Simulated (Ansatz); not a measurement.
## P under changes of volume

One of the cells (132.548 Å³/atom); the others are scaled copies at fixed shape and fractional positions:

```xyz
4
Lattice="3.2837 0.0000 0.0000 0.0000 34.8570 0.0000 0.0000 0.0000 4.6321" Properties=species:S:1:pos:R:3 pbc="T T T"
P     1.6419   33.8204    4.2052
P     1.6419    1.0366    0.4268
P     0.0000    1.0366    1.8892
P     0.0000   33.8204    2.7429
```

```yaml
Program: Ansatz 0.2.0
Functional: r2SCAN
Potentials_or_basis: Ansatz PAW
Cutoff: "500 eV (not typed: the program's choice for these potentials)"
k_mesh: 8 × 1 × 6
Occupations: fermi-dirac, width 0.05 eV
Spin: no spin polarisation
```

```tsv
volume (Å³/atom)	energy over the lowest point (meV/atom)	gap on the mesh (eV)	largest force (eV/Å)
124.595	25.15	1.05	0.690
127.246	11.96	1.08	0.478
129.897	3.74	1.09	0.283
132.548	0.00	1.10	0.104
135.199	0.28	1.11	0.069
137.850	?	?	?
140.501	11.32	1.14	0.366
```

**Question.** What does the run at 137.850 Å³/atom give?

**Answer.** Energy over the lowest point 4.18 meV/atom; gap on the mesh 1.13 eV; largest force 0.222 eV/Å.

Worked out: A Birch-Murnaghan fit of order 3 (a polynomial in V^(-2/3)) to the other rows has its minimum at 133.67 Å³/atom with B0 = V·E''(V) = 11.7 GPa and B' = 4.4 at fixed shape and positions, which overstates the stiffness. It gives 4.17 meV/atom at 137.850 Å³/atom, against the run's 4.18. A parabola through the other rows of the gap, of slope 0.585 eV per unit of ln V there, gives 1.13 eV, against the run's 1.13.

Energies are extrapolated to zero smearing.

Caveats: the PAW data sets come from PBE, with cores solved anew for the run's functional, which leaves a small shift of forces and pressure.

A mesh can miss the band edges.
